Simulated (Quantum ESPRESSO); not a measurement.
## Pb under changes of volume

One of the cells (30.323 Å³/atom); the others are scaled copies at fixed shape and fractional positions:

```
CELL_PARAMETERS angstrom
0.00000 2.47502 2.47502
2.47502 0.00000 2.47502
2.47502 2.47502 0.00000
ATOMIC_POSITIONS crystal
Pb 0.00000 0.00000 0.00000
```

```yaml
Program: Quantum ESPRESSO 7.5
Functional: SOGGA
Potentials_or_basis: PseudoDojo 0.4.1 SR PBE standard
Cutoff: 762 eV
Density_cutoff: 3048 eV
k_mesh: 9 × 9 × 9
Occupations: fermi-dirac, width 0.05 eV
Spin: no spin polarisation
```

```tsv
volume (Å³/atom)	energy over the lowest point (meV/atom)	pressure (GPa)
28.503	5.05	1.8
29.110	0.32	0.6
29.716	0.00	-0.5
30.323	3.61	-1.4
30.929	?	?
31.535	20.71	-3.0
32.142	33.27	-3.6
```

Q: What does the run at 30.929 Å³/atom give?

A: Energy over the lowest point 10.67 meV/atom; pressure -2.3 GPa.

Worked out: A Birch-Murnaghan fit of order 3 (a polynomial in V^(-2/3)) to the other rows has its minimum at 29.45 Å³/atom with B0 = V·E''(V) = 53 GPa and B' = 5.6. It gives 10.68 meV/atom at 30.929 Å³/atom, against the run's 10.67, and -dE/dV = -2.3 GPa, against -2.3.

Energies are extrapolated to zero smearing.

Caveats: the potentials were made for another functional, which shifts forces and pressure; SOGGA exchange is joined with the correlation of PBE here.
